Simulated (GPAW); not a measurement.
# Ga (Pm-3m) in GPAW: settings compared

One crystal, Ga, is run at these levels: r2SCAN, SCAN; tasks: band structure.

Everything below comes from runs of GPAW 26.7.0. Logs are shortened: lines on timing, memory, paths and dates and some standing lists are left out, and cuts for length are marked. The log counts tension as positive stress, the text compression.

### Step 1. The crystal as given

The structure is cubic, space group Pm-3m (No. 221). Conventional cell: a = 2.716 Å, b = 2.716 Å, c = 2.716 Å, α = 90.00°, β = 90.00°, γ = 90.00°. Around Ga (site symmetry m-3m) lie 6 Ga at 2.72 Å.

The cell was built by a generator and needn't be a form met in nature.

### Step 2. Band structure, r2SCAN

run.py reads:

```python
from ase import Atoms
from ase.dft.bandgap import bandgap
from ase.io import write
from ase.units import GPa
from gpaw import GPAW, PW

atoms = Atoms(['Ga'],
              cell=[[2.71648, 0.0, 0.0],
                    [0.0, 2.71648, 0.0],
                    [0.0, 0.0, 2.71648]],
              scaled_positions=[[0.0, 0.0, 0.0]],
              pbc=True)

calc = GPAW(mode=PW(600),
            xc='MGGA_X_R2SCAN+MGGA_C_R2SCAN',
            kpts={'size': (10, 10, 10), 'gamma': True},
            occupations={'name': 'fermi-dirac', 'width': 0.05},
            nbands=7,
            convergence={'density': 1e-05, 'energy': 1e-05},
            maxiter=150,
            txt='gpaw.txt')
atoms.calc = calc
energy = atoms.get_potential_energy()
forces = atoms.get_forces()
stress = atoms.get_stress()
calc.write('gs.gpw')
write('result.traj', atoms)
print(f'Energy: {energy:.6f} eV')
print('Forces (eV/A):')
print(forces.round(4))
print('Stress (GPa):', (stress / GPa).round(3))
print('Fermi level:', round(calc.get_fermi_level(), 4), 'eV')
print(f'Gap: {bandgap(calc)[0]:.4f} eV, direct: {bandgap(calc, direct=True)[0]:.4f} eV')

path = atoms.cell.bandpath('GXMGRX,MR', npoints=80, eps=1e-4)
bs_calc = calc.fixed_density(kpts=path, symmetry='off', nbands=14,
                             convergence={'bands': 'CBM+6.0', 'eigenstates': 1e-6}, txt='bands.txt')
bs = bs_calc.band_structure()
bs.write('bs.json')
print(f'Gap on the path: {bandgap(bs_calc)[0]:.4f} eV')
```

Potentials or basis: GPAW PAW data sets (gpaw-data 1.2.1), pw.

Run with:

```sh
OMP_NUM_THREADS=1 python run.py
```

gpaw.txt:

```text
__  _  _
 | _ |_)|_||  |
 |__||  | ||/\| - 26.7.0

Input parameters:
  mode=PW(ecut=600.0),
  convergence={'density': 1e-05, 'energy': 1e-05},
  kpts=MonkhorstPack(size=(10, 10, 10), gamma=True),
  maxiter=150,
  nbands=7,
  occupations=Occupations(name='fermi-dirac', width=0.05),
  xc=XC(name='MGGA_X_R2SCAN+MGGA_C_R2SCAN')

Diagonalizing LCAO Hamiltonian
Converting LCAO to pw mode
   .------.
  /|      |
 * |      |
 | .------.
 |/      /
 Ga-----*

Atoms  # Å, Bohr magnetons
|   | symbol |        x |        y |        z |    initial magnetic moments |
|---|--------|----------|----------|----------|-----------------------------|
| 0 |     Ga | 0.000000 | 0.000000 | 0.000000 | ( 0.0000,  0.0000,  0.0000) |

Unit cell  # Å
| periodic |        x |        y |        z |  lengths |    angles |
|----------|----------|----------|----------|----------|-----------|
|      yes | 2.716480 | 0.000000 | 0.000000 | 2.716480 | 90.000000 |
|      yes | 0.000000 | 2.716480 | 0.000000 | 2.716480 | 90.000000 |
|      yes | 0.000000 | 0.000000 | 2.716480 | 2.716480 | 90.000000 |

Number of symmetries: 48
Symmetry operations  # r_c * U_cc + t_c -> r_c
|    | kind |            matrix            |
|----|------|------------------------------|
|  0 |  E   |  1, 0, 0,  0, 1, 0,  0, 0, 1 |
|  1 |  σ   |  1, 0, 0,  0, 1, 0,  0, 0,-1 |
|  2 |  σ   |  1, 0, 0,  0, 0, 1,  0, 1, 0 |
|  3 |  C4  |  1, 0, 0,  0, 0, 1,  0,-1, 0 |
|  4 |  C4  |  1, 0, 0,  0, 0,-1,  0, 1, 0 |
|  5 |  σ   |  1, 0, 0,  0, 0,-1,  0,-1, 0 |
|  6 |  σ   |  1, 0, 0,  0,-1, 0,  0, 0, 1 |
|  7 |  C2  |  1, 0, 0,  0,-1, 0,  0, 0,-1 |
|  8 |  σ   |  0, 1, 0,  1, 0, 0,  0, 0, 1 |
|  9 |  C2  |  0, 1, 0,  1, 0, 0,  0, 0,-1 |
| 10 |  C3  |  0, 1, 0,  0, 0, 1,  1, 0, 0 |
| 11 |  S6  |  0, 1, 0,  0, 0, 1, -1, 0, 0 |
| 12 |  S6  |  0, 1, 0,  0, 0,-1,  1, 0, 0 |
| 13 |  C3  |  0, 1, 0,  0, 0,-1, -1, 0, 0 |
| 14 |  C4  |  0, 1, 0, -1, 0, 0,  0, 0, 1 |
| 15 |  S4  |  0, 1, 0, -1, 0, 0,  0, 0,-1 |
| 16 |  C3  |  0, 0, 1,  1, 0, 0,  0, 1, 0 |
| 17 |  S6  |  0, 0, 1,  1, 0, 0,  0,-1, 0 |
| 18 |  σ   |  0, 0, 1,  0, 1, 0,  1, 0, 0 |
| 19 |  C4  |  0, 0, 1,  0, 1, 0, -1, 0, 0 |
| 20 |  C2  |  0, 0, 1,  0,-1, 0,  1, 0, 0 |
| 21 |  S4  |  0, 0, 1,  0,-1, 0, -1, 0, 0 |
| 22 |  S6  |  0, 0, 1, -1, 0, 0,  0, 1, 0 |
| 23 |  C3  |  0, 0, 1, -1, 0, 0,  0,-1, 0 |
| 24 |  S6  |  0, 0,-1,  1, 0, 0,  0, 1, 0 |
| 25 |  C3  |  0, 0,-1,  1, 0, 0,  0,-1, 0 |
| 26 |  C4  |  0, 0,-1,  0, 1, 0,  1, 0, 0 |
| 27 |  σ   |  0, 0,-1,  0, 1, 0, -1, 0, 0 |
| 28 |  S4  |  0, 0,-1,  0,-1, 0,  1, 0, 0 |
| 29 |  C2  |  0, 0,-1,  0,-1, 0, -1, 0, 0 |
| 30 |  C3  |  0, 0,-1, -1, 0, 0,  0, 1, 0 |
| 31 |  S6  |  0, 0,-1, -1, 0, 0,  0,-1, 0 |
| 32 |  C4  |  0,-1, 0,  1, 0, 0,  0, 0, 1 |
| 33 |  S4  |  0,-1, 0,  1, 0, 0,  0, 0,-1 |
| 34 |  S6  |  0,-1, 0,  0, 0, 1,  1, 0, 0 |
| 35 |  C3  |  0,-1, 0,  0, 0, 1, -1, 0, 0 |
| 36 |  C3  |  0,-1, 0,  0, 0,-1,  1, 0, 0 |
| 37 |  S6  |  0,-1, 0,  0, 0,-1, -1, 0, 0 |
| 38 |  σ   |  0,-1, 0, -1, 0, 0,  0, 0, 1 |
| 39 |  C2  |  0,-1, 0, -1, 0, 0,  0, 0,-1 |
| 40 |  σ   | -1, 0, 0,  0, 1, 0,  0, 0, 1 |
| 41 |  C2  | -1, 0, 0,  0, 1, 0,  0, 0,-1 |
| 42 |  C2  | -1, 0, 0,  0, 0, 1,  0, 1, 0 |
| 43 |  S4  | -1, 0, 0,  0, 0, 1,  0,-1, 0 |
| 44 |  S4  | -1, 0, 0,  0, 0,-1,  0, 1, 0 |
| 45 |  C2  | -1, 0, 0,  0, 0,-1,  0,-1, 0 |
| 46 |  C2  | -1, 0, 0,  0,-1, 0,  0, 0, 1 |
| 47 |  i   | -1, 0, 0,  0,-1, 0,  0, 0,-1 |

BZ-sampling:
  Number of BZ points: 1000
  Number of IBZ points: 56

  Monkhorst-Pack size: [10, 10, 10]
  Monkhorst-Pack shift: [0.05, 0.05, 0.05]

K-points  # in reciprocal-cell coordinates
|     |                                coordinates |     weight |
|-----|--------------------------------------------|------------|
|   0 | (  0.00000000,   0.00000000,   0.00000000) | 0.00100000 |
|   1 | (  0.10000000,   0.00000000,   0.00000000) | 0.00600000 |
|   2 | (  0.10000000,   0.10000000,   0.00000000) | 0.01200000 |
|   3 | (  0.10000000,   0.10000000,   0.10000000) | 0.00800000 |
|   4 | (  0.20000000,   0.00000000,   0.00000000) | 0.00600000 |
|   5 | (  0.20000000,   0.10000000,   0.00000000) | 0.02400000 |
|   6 | (  0.20000000,   0.10000000,   0.10000000) | 0.02400000 |
|   7 | (  0.20000000,   0.20000000,   0.00000000) | 0.01200000 |
|   8 | (  0.20000000,   0.20000000,   0.10000000) | 0.02400000 |
|   9 | (  0.20000000,   0.20000000,   0.20000000) | 0.00800000 |
| ... |                                            |            |
|  55 | (  0.50000000,   0.50000000,   0.50000000) | 0.00100000 |

Plane wave coefficients: 691
Cutoff: 600.0 eV

Spin-components: 1 (collinear spins)
Bands:           7
Projectors:      5
Spin-degeneracy: 2
Datatype:        complex128

Parallelization:
  kpt:    1
  domain: 1
  band:   1

Density:
  Valence electrons: 3.0
  Components: 1
  Grid points: [16 16 16]
  Charge: 0.0  # |e|

Potential:
  Grid points: [16 16 16]

species:
  Ga:
    name:    Gallium
    Z:       31.0
    valence: 3
    core:    28
    charge:  0.0  # [|e|]
    compensation charges:
      type: gauss
      rc: 0.37  # [Å]
      lmax: 2
    cutoffs:
      filter: 2.06  # [Å]
      core: 4.17  # [Å]
    projectors
    | kind |    occ | energy [eV] | rcut [Å] |
    |------|--------|-------------|----------|
    |   4s |  2.000 |      -8.945 |    1.164 |
    |   4p |  1.000 |      -2.580 |    1.164 |
    |    s |        |      18.266 |    1.164 |
    |    p |        |      24.631 |    1.164 |
    |    d |        |       0.000 |    1.164 |

    Using partial waves for Ga as LCAO basis

Reference energy: -52884.671529  # eV

eigensolver:
  PPCG
  Converge bands: occupied
  niter=2

density mixing:
  MSR1-Mixer
  Pratt-step length: 0.05
  Maximum mixing coefficient: 0.75
  Old densities: 10
  SVD Regularization: 0.005
  Good broyden scale: 1.0
  Trust region scale: 1.0
  Backstep threshold: 4.0
  History deletion threshold: 6.0
  Fourier metric: weight=20.0, sigma=0.015

occupation numbers:
  Fermi-Dirac:
    width: 0.0500  # eV

poisson solver:
  ecut: 4800.0  # eV

xc functional:
  name: MGGA_X_R2SCAN+MGGA_C_R2SCAN with 2 nearest neighbor stencil

convergence criteria:
- Maximum integral of absolute [dens]ity change: 1e-05 electrons / valence electron
- Maximum [total energy] change in last 3 cyles: 1e-05 eV / valence electron
- Maximum integral of absolute [eigenst]ate change: 4e-08 eV^2 / valence electron
maximum number of iterations: 150

SCF iterations
|iter     | |      energy | eigst |  dens |
|---------|-|-------------|-------|-------|
|iter:   1| |  -10.123318 | -0.92 |       |
|iter:   2| |  -10.008621 | -2.71 | -1.18 |
|iter:   3| |-1284.374424 | +3.07 | -1.14 |
|iter:   4| |   -9.357361 | +2.11 | +1.22 |
|iter:   5| |  -10.039956 | -0.38 | -1.32 |
|iter:   6| |  -10.046485 | -2.68 | -1.23 |
|iter:   7| |  -10.046967 | -3.87 | -1.97 |
|iter:   8| |  -10.047329 | -3.89 | -2.02 |
|iter:   9| |  -10.047329 | -6.43 | -3.27 |
|iter:  10| |  -10.047329c| -7.19 | -3.49 |
|iter:  11| |  -10.047329c| -8.07c| -3.80 |
|iter:  12| |  -10.047329c| -7.60c| -4.04 |
|iter:  13| |  -10.047329c| -7.63c| -4.27 |
|iter:  14| |  -10.047329c| -8.21c| -4.68 |
|iter:  15| |  -10.047329c| -8.83c| -5.17c|

Converged in 15 steps
Energy contributions relative to reference atoms: (reference = -52884.671529)

Energy contributions:
  Kinetic:           7.393533
  Coulomb:          -5.801024
  Zero:             -0.003096
  External:          0.000000
  Xc:              -11.634226
  Entropy:          -0.005031
  Spinorbit:         0.000000
  ----------------------------
  Free energy:     -10.049844
  Extrapolated:    -10.047329

dipole moment: (-6.981896, -6.981896, -6.981896)  # |e|*Ang

Fermi level: 5.243
Eigenvalues  # (at kpt = [0.000, 0.000, 0.000])
| band index |      eig [eV] | occ [0-2] |
|------------|---------------|-----------|
|          0 |        -5.829 |     2.000 |
|          1 |        14.767 |     0.000 |
|          2 |        14.767 |     0.000 |
|          3 |        14.767 |     0.000 |
|          4 |        16.996 |     0.000 |
|          5 |        16.996 |     0.000 |
|          6 |        20.940 |     0.000 |

No gap
No difference between direct/indirect transitions

Forces  # eV/Ang
|       x |       y |       z |
|---------|---------|---------|
| 0.00000 | 0.00000 | 0.00000 |  # Ga   0

Stress tensor  # eV/Ang^3
|        x |        y |        z |
|----------|----------|----------|
| 0.016188 | 0.000000 | 0.000000 |
| 0.000000 | 0.016188 | 0.000000 |
| 0.000000 | 0.000000 | 0.016188 |

# Writing to gs.gpw (mode='')
```

stdout:

```text
Energy: -10.047329 eV
Forces (eV/A):
[[0. 0. 0.]]
Stress (GPa): [2.594 2.594 2.594 0.    0.    0.   ]
Fermi level: 5.2432 eV
Gap: 0.0000 eV, direct: 0.0000 eV
Gap on the path: 0.0000 eV
```

bands.txt:

```text
Diagonalizing LCAO Hamiltonian
Converting LCAO to pw mode
convergence criteria:
- Maximum integral of absolute [eigenst]ate change: 1e-06 eV^2 / valence electron
maximum number of iterations: 150

SCF iterations
|iter     | |      energy | eigst |  dens |
|---------|-|-------------|-------|-------|
[... 84 lines left out ...]
         [0.5       , 0.5       , 0.13636364],
         [0.5       , 0.5       , 0.18181818],
         [0.5       , 0.5       , 0.22727273],
         [0.5       , 0.5       , 0.27272727],
         [0.5       , 0.5       , 0.31818182],
         [0.5       , 0.5       , 0.36363636],
         [0.5       , 0.5       , 0.40909091],
         [0.5       , 0.5       , 0.45454545],
         [0.5       , 0.5       , 0.5       ]])),
  maxiter=150,
  nbands=14,
  occupations=Occupations(name='fermi-dirac', width=0.05),
  symmetry=Symmetry(point_group=False, time_reversal=False),
  xc=XC(name='MGGA_X_R2SCAN+MGGA_C_R2SCAN')
```

Wall time 32 s (1 thread of Intel Xeon Platinum 8488C (Sapphire Rapids), shared host); peak memory 0.2 GiB.

Results:

```
Free energy             : -10.0498 eV
Pressure                : -2.6 GPa
Band gap along the path : none (metal or under the smearing width)
```

Levels at the corners of the path, in eV from the Fermi level:
```tsv
point	band 1	band 2	band 3	band 4
Γ	-11.07	9.52	9.52	9.52
X	-6.57	-4.30	13.15	13.15
M	-1.63	-0.76	-0.76	4.64
Γ	-11.07	9.52	9.52	9.52
R	2.71	2.71	2.71	4.32
X	-6.57	-4.30	13.15	13.15
M	-1.63	-0.76	-0.76	4.64
R	2.71	2.71	2.71	4.32
```

Caveat: the PAW data sets were made with another functional, which shifts forces and pressure a little.

### Step 3. Band structure, SCAN

run.py: that of step 2 with these lines changed.

```diff
@@ -14,3 +14,3 @@
 calc = GPAW(mode=PW(600),
-            xc='MGGA_X_R2SCAN+MGGA_C_R2SCAN',
+            xc='MGGA_X_SCAN+MGGA_C_SCAN',
             kpts={'size': (10, 10, 10), 'gamma': True},
```

Potentials or basis: GPAW PAW data sets (gpaw-data 1.2.1), pw.

Run with:

```sh
OMP_NUM_THREADS=1 python run.py
```

Wall time 42 s (1 thread of Intel Xeon Platinum 8488C (Sapphire Rapids), shared host); peak memory 0.2 GiB.

The run converged. Its results:

```yaml
Free_energy: -15.0247 eV
Pressure: -3.1 GPa
Band_gap_along_the_path: none (metal or under the smearing width)
```

Levels at the corners of the path, in eV from the Fermi level:
| point | band 1 | band 2 | band 3 | band 4 |
| --- | --- | --- | --- | --- |
| Γ | -11.15 | 9.46 | 9.46 | 9.46 |
| X | -6.64 | -4.30 | 13.08 | 13.08 |
| M | -1.69 | -0.76 | -0.76 | 4.80 |
| Γ | -11.15 | 9.46 | 9.46 | 9.46 |
| R | 2.74 | 2.74 | 2.74 | 4.22 |
| X | -6.64 | -4.30 | 13.08 | 13.08 |
| M | -1.69 | -0.76 | -0.76 | 4.80 |
| R | 2.74 | 2.74 | 2.74 | 4.22 |

Caveat: the PAW data sets were made with another functional, which shifts forces and pressure a little.
